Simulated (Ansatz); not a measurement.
# C (R-3m) in Ansatz: reference runs

How does C come out in PBE? The cell is run as given and disturbed.

Program: Ansatz 0.2.0. These are calculated values, not measurements. Logs are shortened: lines on timing, memory, paths and dates and some standing lists are left out, and cuts for length are marked.

## Step 1: The structure

The structure is trigonal, space group R-3m (No. 166). Conventional cell: a = 2.466 Å, b = 2.466 Å, c = 24.848 Å, α = 90.00°, β = 90.00°, γ = 120.00°. C (site symmetry 3m) is surrounded by 3 C at 1.42 Å. Around C (site symmetry 3m) lie 3 C at 1.42 Å.

This isn't the form of C at room conditions, which is graphite.

## Step 2: Single point, PBE

File input.yaml:

```yaml
crystal:
  lattice:
    - [1.2331880975, 0.7119814801, 8.2826151019]
    - [-1.2331880975, 0.7119814801, 8.2826151019]
    - [0.0, -1.4239629601, 8.2826151019]
  atoms:
    - { symbol: C, position: [0.08717308, 0.08717308, 0.08717308] }
    - { symbol: C, position: [0.75385006, 0.75385006, 0.75385006] }
    - { symbol: C, position: [0.24614994, 0.24614994, 0.24614994] }
    - { symbol: C, position: [0.91282692, 0.91282692, 0.91282692] }
kpoints:
  mp_grid: { grid: [12, 12, 12] }
scf:
  occupations: { method: fermi_dirac, width: 0.05 }
hamiltonian:
  xc: pbe
  pseudopotentials: { kind: all_electron, lapw: { basis_error: 0.001 } }
output:
  forces: true
  stress: true
  eigenvalues: true
  populations: true
```

Potentials or basis: all-electron LAPW, scalar-relativistic.

Run with:

```bash
> ansatz run input.yaml --threads 2 --pin off --max-ram 5120MiB --backend cpu --events-out ev --progress --plain --runs-dir out
```

The log of the run:

```text
Warning: RAYON_NUM_THREADS=2 ignored (pool sized by the plan → 2); use --threads N
C: projections on atomic orbitals take those of the free atom 1s2 2s2 2p2, of charge +0.00 (hamiltonian.pseudopotentials.projection_atoms)
LAPW: plane waves up to 11.726 Å⁻¹, error target 1.0e-3 eV per atom; small_component_spin mean_spin; C in spheres of 0.712 Å, 6 of its electrons in bands, Dirac shells [] (how accurate: hamiltonian.pseudopotentials.lapw.basis_error, Limitations)
Engine: ansatz 0.2.0, aarch64-unknown-linux-gnu
Pseudopotentials: kind: all_electron
Pseudopotential: C, LAPW, valence charge 6, lapw/all_electron/scalar/gaussian/C, Koelling and Harmon's equation, gaussian nucleus
Functional definition: PBE
  parameter kappa = 0.804
  parameter beta = 0.06672455060314922
  exchange = pbe_x(kappa = kappa, mu = beta*pi^2/3)
  correlation = pbe_c(beta = beta)
Crystal: 4 atoms, lattice volume = 43.633 Å³
Basis set: ecut = 523.885003888781 eV, 1183 PW (Γ), FFT grids on a1−a3, a2−a3, a3, exchange–correlation at level 2
Bands: 16, of which v1, the nominal top of the filled ones, is band 12 counted from 1 (11 counted from 0)
Symmetry: 12 space group operations
Space group: R-3m (ITA 166), of the structure as read, at distance tolerance 3.5e-5 Å
k-points: 189 of 1728
Non-local potential: C, projectors of the file, none
Initial density: superposition of atomic densities (chi_scale 0.1, normalization cell)
Initial wavefunctions: plane waves of lowest kinetic energy (no species holds an atomic orbital)
Functional: x = pbe(κ = 0.804, μ = 0.2195149727645171), c = pbe(β = 0.06672455060314922)
iter 1 solved again at ethr=2.11e-2 eV; its pass at ethr=1.00e-1 eV (dr2=5.07e0 eV) is discarded
SCF iter   1: F=—  HF=-4149.867846 eV  |F-HF|=—  |Δ(HF+E_count)|=         —  Δρ=1.13e-1  dr2=5.10e0  ethr=2.11e-2  ⟨swp⟩=2.5  Hψ=20204  notcnv=0
preconditioner: auto → LDOS  [insulator: Δε(μ)=0.125 eV  Ē_g=16.293 eV  σ=0.050 eV  W_gap=0.55  n_scr=6 (ndim 8)  ℏωp=22.5 eV  f_vac=0.190  D(μ)=0.31/eV (n_scr^D=2)  ε∞_Penn≈2.9  β→1.0]
iter 2 solved again at ethr=1.03e-3 eV; its pass at ethr=2.11e-2 eV (dr2=2.48e-1 eV) is discarded
SCF iter   2: F=—  HF=-4147.576497 eV  |F-HF|=—  |Δ(HF+E_count)|=    2.29e0  Δρ=2.53e-2  dr2=2.47e-1  ethr=1.03e-3  ⟨swp⟩=2.1  Hψ=16593  notcnv=0  defer=1
SCF iter   3: F=—  HF=-4147.467992 eV  |F-HF|=—  |Δ(HF+E_count)|=         —  Δρ=1.87e-3  dr2=1.62e-3  ethr=1.03e-3  ⟨swp⟩=3.2  Hψ=9867  notcnv=0  defer=2
the basis was enlarged: its passes take 160.8 KiB over the memory plan, 2 of 2 planned eigensolver slots
SCF iter   4: F=—  HF=-4147.468060 eV  |F-HF|=—  |Δ(HF+E_count)|=   6.75e-5  Δρ=1.29e-3  dr2=7.27e-4  ethr=6.77e-6  ⟨swp⟩=3.0  Hψ=8728  notcnv=0
SCF iter   5: F=—  HF=-4147.467852 eV  |F-HF|=—  |Δ(HF+E_count)|=   2.08e-4  Δρ=1.46e-4  dr2=5.02e-6  ethr=3.03e-6  ⟨swp⟩=2.8  Hψ=7068  notcnv=0
SCF iter   6: F=—  HF=-4147.467855 eV  |F-HF|=—  |Δ(HF+E_count)|=   2.43e-6  Δρ=3.78e-5  dr2=1.22e-6  ethr=2.09e-8  ⟨swp⟩=3.0  Hψ=8231  notcnv=0
SCF iter   7: F=-4147.467854 eV  HF=-4147.467854 eV  |F-HF|=1.67e-8  |Δ(HF+E_count)|=   2.28e-7  Δρ=8.97e-6  dr2=1.33e-8  ethr=5.10e-9  ⟨swp⟩=3.0  Hψ=7553  notcnv=0
SCF 1 converged in 7 iterations: F = -4147.467854 eV  dr2 = 1.33e-8
SCF converged after 7 iterations
Free energy (F): -4147.467854 eV
Harris-Foulkes:  -4147.467854 eV  (|F-HF|=1.67e-8)
Internal energy: -4147.466197 eV  (E = F + TS)
E sigma→0 (E₀):  -4147.467026 eV
Entropy (-TS):   -0.001657 eV (-0.414 meV/atom)
Fermi energy:    5.030840 eV
--- Per-component energies (eV) ---
  E_band       = -2153.222800
  E_kinetic    = 4132.977647
  E_xc         = -588.373445
  E_electrostatic = -7692.070399  (all electrons and nuclei)
  E_smearing   = -0.001657  (= −TS)
  E_closure    = 0.000000  (closes the sum)
  E_atoms      = -4110.531295  (free atoms, spherical and without spin; not in F)
  Σ components = -4147.467854   (vs F -4147.467854, Δ=0.00e0)
  Basis errors (estimates in eV, not in F): energy 6.7e-4 per atom: plane waves 6.3e-4 (4.1e-4 summed), levels above the bands 8.2e-69, relativity 1.3e-8, radial functions 4.1e-5, core shells 0.0e0; eigenvalues (radial functions only) 2.0e-6; not estimated: angular momenta, meshes, grids; target (lapw.basis_error) 1.0e-3; muffin-tin radii C 0.712 Å
--- Forces (eV/Å), atoms counted from 1 ---
  atom   1  C      0.00000000    -0.00000000    -0.00401530
  atom   2  C     -0.00000000    -0.00000000    -0.01125792
  atom   3  C      0.00000000     0.00000000     0.01125792
  atom   4  C     -0.00000000     0.00000000     0.00401530
  max |Σ_I F_I| component: 5.20e-18 eV/Å
--- Stress (GPa, compression-positive) ---
       -0.018385      -0.000000      -0.000000
       -0.000000      -0.018385       0.000000
       -0.000000       0.000000       0.225230
  P = ⅓ Tr σ = 0.0628 GPa (0.628 kbar)
--- Band table (eV; the first three rows and the last of 189) ---
  k-point 0: bands = ["-260.9389", "-260.9389", "-260.9134", "-260.9134", "-14.5105", "-14.4577", "-2.8790", "-2.2681", "1.9775", "1.9775", "1.9800", "1.9800", "8.2014", "11.8466", "13.3374", "13.3374"]
  k-point 1: bands = ["-260.9385", "-260.9385", "-260.9138", "-260.9138", "-14.3462", "-14.2943", "-2.6800", "-2.0762", "1.3267", "1.3304", "1.6397", "1.6423", "8.4190", "12.0266", "13.4015", "13.4056"]
  k-point 2: bands = ["-260.9374", "-260.9374", "-260.9149", "-260.9149", "-13.8553", "-13.8057", "-2.0883", "-1.5059", "-0.3113", "-0.3044", "0.8487", "0.8517", "9.0719", "12.5493", "13.3383", "13.3547"]
  k-point 188: bands = ["-260.9389", "-260.9389", "-260.9134", "-260.9134", "-14.4954", "-14.4731", "-2.6765", "-2.4991", "1.9771", "1.9771", "1.9804", "1.9804", "9.3872", "9.8184", "13.3354", "13.3354"]
--- Löwdin populations: 4 sites ---
  site symbol       q [e]
     0      C      5.9583
     1      C      5.9583
     2      C      5.9583
     3      C      5.9583
  spilling = 0.006950 (of n_electrons = 24.000000)
```

Wall time 42 s (2 threads of Arm Neoverse V1, shared host); peak memory 0.78 GiB.

Results:

```
Free energy            : -4147.4679 eV
Pressure               : 0.1 GPa
Largest force          : 0.011 eV/Å
Band gap on the k mesh : 0.18 eV, direct
```

Forces in eV/Å, atoms in the order of the input:
```
C    0.000  0.000 -0.004
C    0.000  0.000 -0.011
C    0.000  0.000  0.011
C    0.000  0.000  0.004
```

## Step 3: Single point, PBE (atoms moved at random, drawn with an rms of 0.05 Å)

File input.yaml:

```yaml
crystal:
  lattice:
    - [1.2331880975, 0.7119814801, 8.2826151019]
    - [-1.2331880975, 0.7119814801, 8.2826151019]
    - [0.0, -1.4239629601, 8.2826151019]
  atoms:
    - { symbol: C, position: [0.094997, 0.084018, 0.079573] }
    - { symbol: C, position: [0.748617, 0.765076, 0.746258] }
    - { symbol: C, position: [0.225223, 0.242471, 0.268782] }
    - { symbol: C, position: [0.910756, 0.928691, 0.900702] }
kpoints:
  mp_grid: { grid: [12, 12, 12] }
scf:
  occupations: { method: fermi_dirac, width: 0.05 }
hamiltonian:
  xc: pbe
  pseudopotentials: { kind: all_electron, lapw: { basis_error: 0.001 } }
output:
  forces: true
  stress: true
  eigenvalues: true
  populations: true
```

Potentials or basis: all-electron LAPW, scalar-relativistic.

Run with:

```bash
> ansatz run input.yaml --threads 2 --pin off --max-ram 5120MiB --backend cpu --events-out ev --progress --plain --runs-dir out
```

The log of the run:

```text
Warning: RAYON_NUM_THREADS=2 ignored (pool sized by the plan → 2); use --threads N
C: projections on atomic orbitals take those of the free atom 1s2 2s2 2p2, of charge +0.00 (hamiltonian.pseudopotentials.projection_atoms)
LAPW: plane waves up to 12.377 Å⁻¹, error target 1.0e-3 eV per atom; small_component_spin mean_spin; C in spheres of 0.674 Å, 6 of its electrons in bands, Dirac shells [] (how accurate: hamiltonian.pseudopotentials.lapw.basis_error, Limitations)
[... 8 set-up lines as earlier in the session ...]
[... 40 lines left out ...]
--- Forces (eV/Å), atoms counted from 1 ---
  atom   1  C     -1.69113022    -0.00403271     0.17845838
  atom   2  C      1.69134364     0.00418511    -0.19843993
  atom   3  C     -0.04203588     4.44041245     0.50120872
  atom   4  C      0.04183323    -4.44055903    -0.48127179
  max |Σ_I F_I| component: 4.46e-5 eV/Å
--- Stress (GPa, compression-positive) ---
       -1.432502       1.043565       0.074343
        1.043565       5.410466      -0.499082
        0.074343      -0.499082       0.253997
  P = ⅓ Tr σ = 1.4107 GPa (14.107 kbar)
--- Band table (eV; the first three rows and the last of 868) ---
  k-point 0: bands = ["-260.9402", "-260.9165", "-260.9142", "-260.8880", "-14.5127", "-14.4605", "-2.8848", "-2.2791", "0.8996", "1.4762", "2.4896", "3.1696", "8.1959", "11.8255", "11.8624", "12.6733"]
  k-point 1: bands = ["-260.9398", "-260.9161", "-260.9146", "-260.8884", "-14.3495", "-14.2983", "-2.6839", "-2.0849", "0.3619", "0.9804", "1.9964", "2.7022", "8.4132", "12.0072", "12.6863", "12.9547"]
  k-point 2: bands = ["-260.9387", "-260.9158", "-260.9147", "-260.8898", "-13.8621", "-13.8134", "-2.0859", "-1.5079", "-1.0470", "-0.4511", "0.9995", "1.6883", "9.0639", "12.5416", "13.1433", "14.0433"]
  k-point 867: bands = ["-260.9402", "-260.9165", "-260.9142", "-260.8880", "-14.4974", "-14.4761", "-2.6765", "-2.5158", "0.8997", "1.4762", "2.4896", "3.1696", "9.3963", "9.7861", "11.8624", "12.6733"]
--- Löwdin populations: 4 sites ---
  site symbol       q [e]
     0      C      5.9581
     1      C      5.9583
     2      C      5.9580
     3      C      5.9576
  spilling = 0.007001 (of n_electrons = 24.000000)
```

populations.tsv:

```text
# site	symbol	l	j	q
# orbitals = lowdin
# n_electrons = 24.000000
# spilling = 0.007001
# projection_atom_C: 1s2 2s2 2p2
0	C	0_1S	-	1.988535
0	C	0_2S	-	0.912908
0	C	1_2P	-	3.056681
1	C	0_1S	-	1.988535
1	C	0_2S	-	0.912898
1	C	1_2P	-	3.056839
2	C	0_1S	-	1.988330
2	C	0_2S	-	0.912145
2	C	1_2P	-	3.057499
3	C	0_1S	-	1.988330
3	C	0_2S	-	0.912161
3	C	1_2P	-	3.057112
```

It took 7.3 min on 2 threads of Arm Neoverse V1, shared host; peak memory 2.5 GiB.

What came out:

```yaml
Free_energy: -4147.2694 eV
Pressure: 1.4 GPa
Largest_force: 4.469 eV/Å
Band_gap_on_the_k_mesh: 0.40 eV, indirect (least direct gap 0.43 eV)
```

Forces in eV/Å, atoms in the order of the input:
```
C   -1.691 -0.004  0.178
C    1.691  0.004 -0.198
C   -0.042  4.440  0.501
C    0.042 -4.441 -0.481
```

Stress tensor (GPa, compression positive):
```
-1.43  1.04  0.07
 1.04  5.41 -0.50
 0.07 -0.50  0.25
```

Levels at points of the mesh, in eV from the valence-band top:
```
              k point  band 9  band 10  band 11  band 12  band 13  band 14  band 15  band 16
   (0.00, 0.00, 0.00)   -3.92    -3.35    -2.33    -1.65     3.37     7.00     7.04     7.85
  (0.00, 0.00, -0.50)   -6.19    -5.73    -2.20    -1.53     0.96     1.92     7.51     7.83
  (0.00, -0.50, 0.00)   -6.42    -6.39    -2.56    -2.25     2.05     2.53     7.24     7.47
 (0.00, -0.50, -0.50)   -6.38    -6.03    -2.45    -1.94     1.53     2.36     7.23     7.64
  (-0.50, 0.00, 0.00)   -6.38    -6.03    -2.48    -1.90     1.49     2.40     7.24     7.64
 (-0.50, 0.00, -0.50)   -6.42    -6.39    -2.50    -2.31     2.13     2.44     7.23     7.48
 (-0.50, -0.50, 0.00)   -6.19    -5.73    -2.17    -1.56     0.98     1.89     7.50     7.83
(-0.50, -0.50, -0.50)   -3.92    -3.35    -2.33    -1.65     4.57     4.96     7.04     7.85
```
